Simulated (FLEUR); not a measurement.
Runs of FLEUR MaX-R8.1 (patched build s14) on KF (Carobbiite). Symmetry: Fm-3m, No. 225, cubic system. Conventional cell: a = 5.344 Å, b = 5.344 Å, c = 5.344 Å, α = 90.00°, β = 90.00°, γ = 90.00°. K (site symmetry m-3m) has 6 F at 2.67 Å as nearest neighbours. F (site symmetry m-3m) has 6 K at 2.67 Å as nearest neighbours. 

```tsv
task	level	spin	cell	k mesh	smearing	inpgen profile	gmax	muffin-tin radii	lmax	max iterations	kmax	other keys	gap on the mesh (eV)	moment (μB)
band structure	PBE	off	atoms moved at random, drawn with an rms of 0.15 Å	6 × 6 × 6	gaussian 0.05 eV	veryFastHighL	17.5 1/bohr	K 2.36, F 1.81 bohr	K 8, F 6	60	3.5 1/bohr	-	6.17	-
band structure	RPBE	collinear, ferromagnetic start	as given	9 × 9 × 9	fermi-dirac 0.2 eV	fastHighL	13 1/bohr	K 2.65, F 2.03 bohr	K 11, F 8	80	4.2 1/bohr	Kmax = 4.2; alpha = 0.3; minDistance = 0.0001	6.70	0.00
band structure	LDA (Wigner correlation)	off	as given	9 × 9 × 9	fermi-dirac 0.02 eV	fastHighL	11.8 1/bohr	K 2.65, F 2.03 bohr	K 11, F 8	60	3.8 1/bohr	-	(a)	-
density of states	PBE	collinear, ferromagnetic start	cell strained at random at fixed volume	6 × 6 × 6	gaussian 0.05 eV	fastHighL	11.8 1/bohr	K 2.6, F 1.99 bohr	K 10, F 8	60	3.8 1/bohr	-	6.14	0.00
```

Alike in all rows: potentials or basis all-electron, FLAPW.

Task: Estimate the missing entries.

Result: (a) 5.61.

